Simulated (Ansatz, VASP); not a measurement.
**Two plane-wave programs on Pt**

```xyz
1
Lattice="-1.5814 1.5814 1.5814 1.5814 -1.5814 1.5814 1.5814 1.5814 -1.5814" Properties=species:S:1:pos:R:3 pbc="T T T"
Pt    0.0000    0.0000    0.0000
```

Alike in both runs: functional PBE; k mesh 18 × 18 × 18; occupations gaussian, width 0.1 eV; no spin polarisation.

Ansatz relaxed the structure, and its values are those at the end. VASP's run is a single point on that final structure, the one shown.

```csv
,VASP,Ansatz
version,VASP 6.6.1,Ansatz 0.2.0
potentials or method,"VASP PAW PBE potentials, release 64 (Pt)","scalar-relativistic, plane waves, PAW"
plane-wave cutoff (eV),520,420
valence electrons in the cell,10,18
```

|  | VASP | Ansatz | Ansatz less VASP |
| --- | --- | --- | --- |
| gap on the k mesh at the Fermi level (eV) | none | none | - |
| pressure (GPa) | -0.5 | 0.0 | +0.44 |

A gap of «none» marks a metal or a gap that the smearing closes. The two sets of potentials don't hold the same shells in valence.

The runs have no spin-orbit coupling, so splittings on Pt are missing.
